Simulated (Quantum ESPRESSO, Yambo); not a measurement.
Planning a run of Yambo 5.3.0 on RbCl (Fm-3m). The input:

```
HF_and_locXC
gw0
dyson
cohsex
em1s
rim_cut
RandQpts= 1000000
RandGvec= 1 RL
EXXRLvcs= 50 Ry
VXCRLvcs= 200 Ry
Chimod= "HARTREE"
% BndsRnXs
 1 | 268 |
%
NGsBlkXs= 16 Ry
% LongDrXs
 1 | 1 | 1 |
%
% GbndRnge
 1 | 268 |
%
DysSolver= "n"
ExtendOut
% QPkrange
 1 | 1 | 7 | 10 |
%
```

```sh
OMP_NUM_THREADS=1 mpirun -n 4 yambo -F gw4.in -J gw4 -C gw4 > gw4.log
```

The stored states that it reads are on a 4×4×4 mesh. The structure is cubic, space group Fm-3m (No. 225). Conventional cell: a = 6.579 Å, b = 6.579 Å, c = 6.579 Å, α = 90.00°, β = 90.00°, γ = 90.00°. Nearest to Rb lie 6 Cl at 3.29 Å. Cl has 6 Rb at 3.29 Å nearest. Farther neighbours and most contacts between anions are not listed.

Q: Estimate wall time and host memory on 4 MPI ranks of Arm Neoverse V2, shared host.

It took 2 min; on shared hardware allow 60 s to 4 min. Peak host memory was 1.7 GiB.

The screening grows as filled bands × empty bands × pairs of k points, times the square of the screening basis for the matrix.

[Paths, hosts, dates, memory and timing lines, banners, echoed tables and standing remarks are left out of the program output.]

[Logs are printed without paths, hosts, clocks, repeated set-up lines and the standing remarks that a program may print on its own settings, such as how far it seeks lower states.]

[Runs of the session that timed out or met a known fault of the program may be left out.]

[Hosts, paths, dates, database ids (printed as entryN), source tags and the programs' standing remarks are cut or masked in the printed files.]
